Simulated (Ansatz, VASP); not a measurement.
Two plane-wave programs on GaAs

```xyz
2
Lattice="0.0000 2.8017 2.8017 2.8017 0.0000 2.8017 2.8017 2.8017 0.0000" Properties=species:S:1:pos:R:3 pbc="T T T"
Ga    0.0000    0.0000    0.0000
As    4.2025    4.2025    4.2025
```

Alike in both runs: task single point; functional LDA; k mesh 4 × 4 × 4; no spin polarisation.

|  | VASP | Ansatz |
| --- | --- | --- |
| version | VASP 6.6.1 | Ansatz 0.2.0 |
| potentials or method | VASP PAW LDA potentials, release 64 (Ga_d, As) | scalar-relativistic, plane waves, PAW |
| plane-wave cutoff (eV) | 520 | 420 |
| occupations | gaussian, width 0.01 eV | fixed |
| valence electrons in the cell | 18 | 28 |

VASP gave:

```
gap on the k mesh at the Fermi level (eV) : 0.52
least direct gap on the mesh (eV)         : 0.52
```

Question: What did Ansatz give for the same quantities?

Answer: gap on the k mesh at the Fermi level (eV): 0.47; least direct gap on the mesh (eV): 0.47.

The two sets of potentials don't hold the same shells in valence.

Caveats: the k mesh is coarse (spacing up to 0.49 Å⁻¹), so the values aren't converged. Expect the measured gap to be larger: semilocal functionals such as LDA lack the derivative discontinuity. A k mesh can miss the band edges.
